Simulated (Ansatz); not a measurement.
Electron–phonon coupling and T_c of Mg2Sn — Ansatz, plane waves and PAW

Space group Fm-3m (No. 225), 3 atoms in the cell of the first input below: a = 4.770 Å, b = 4.770 Å, c = 4.770 Å, α = 60.00°, β = 60.00°, γ = 60.00°.

The structure is a measured one, not always of the ambient phase, relaxed without spin–orbit coupling to zero pressure (pressure 0.0 GPa with this functional, without spin–orbit coupling). Functional: PBEsol.

Input:

```yaml
crystal:
  lattice:
    - [0.0, 3.3728728996, 3.3728728996]
    - [3.3728728996, 0.0, 3.3728728996]
    - [3.3728728996, 3.3728728996, 0.0]
  atoms:
    - { symbol: Mg, position: [0.25, 0.25, 0.25] }
    - { symbol: Mg, position: [0.75, 0.75, 0.75] }
    - { symbol: Sn, position: [0.0, 0.0, 0.0] }
basis:
  ecutwfc: 420
  ecutrho_ratio: 4
kpoints:
  mp_grid: { grid: [10, 10, 10] }
hamiltonian:
  xc: pbesol
scf:
  occupations: { method: methfessel_paxton, width: 0.2 }
output: {}
phonons:
  supercell: [2, 2, 2]
  qpath:
    path:
      - [[0.0, 0.0, 0.0], [0.5, 0.0, 0.5], [0.625, 0.25, 0.625]]
      - [[0.375, 0.375, 0.75], [0.0, 0.0, 0.0], [0.5, 0.5, 0.5], [0.5, 0.25, 0.75], [0.5, 0.0, 0.5]]
    npoints: 6
  electrical_resistivity: { mesh: [20, 20, 20], temperatures: [50, 100, 200, 300, 500] }
  superconductivity: { mesh: [20, 20, 20], eliashberg_equations: false }
```

```bash
ansatz run input.yaml --threads 8 --pin off --max-ram 15360MiB --backend cpu --events-out ev --progress --plain --runs-dir out
```

Time: 120 s on 8 threads of Arm Neoverse V1 (shared host), peak memory 4.9 GiB.

On the finest mesh λ = 0.1089, ω_log = 8.515 meV, N(E_F) = 0.095 states per eV, spin and cell. λ by mesh: 20×20×20 0.109, 10×10×10 0.106, 5×5×5 2.368. ω_log by mesh: 8.52, 9.92, 21.04 meV.

Problem. What T_c does McMillan's formula in the Allen–Dynes form give for μ* = 0.10?

Solution. T_c = (ω_log/1.2) exp[−1.04(1+λ)/(λ − μ*(1+0.62λ))] = (98.81 K/1.2) × exp(−1.1533/0.0021) = a value under 10^-99 K, that is no superconductivity at this level. By mesh, finest first, the same formula gives 0.00, 0.00, 39.02 K.

Caveats: few states lie at the Fermi level, as in a semimetal, so the smearing of 0.2 eV and the mesh draw its small Fermi surface poorly; no spin-orbit coupling, which matters for these elements; small supercell, couplings not converged in it; the program warns that its phonon interpolation lacks the long-range dipole term; the program warns that its phonon interpolation lacks the long-range quadrupole term.

The weak coupling gives no sign of superconductivity: λ barely exceeds the Coulomb repulsion it must overcome, so the exponent suppresses T_c completely. The 39.02 K from the coarsest mesh is a sampling artefact, since λ collapses from 2.368 to 0.106 at the next refinement.

The more basic point is that Mg2Sn is known as a narrow-gap semiconductor, not a metal. In the antifluorite structure, magnesium's valence electrons complete the octet of tin, filling the mainly Sn p valence bands and leaving the Mg- and Sn-derived conduction states empty. The finite N(E_F) therefore probably reflects the semilocal functional's underestimation of the gap, with electronic broadening adding to the apparent metallicity. The absence of superconductivity agrees with what is expected of the pure compound, but the underlying reason there is the lack of carriers, not a weakly coupled Fermi surface. The calculated λ should thus not be read as an intrinsic property of stoichiometric Mg2Sn, nor does it settle how strongly carriers introduced by doping would couple to the lattice.
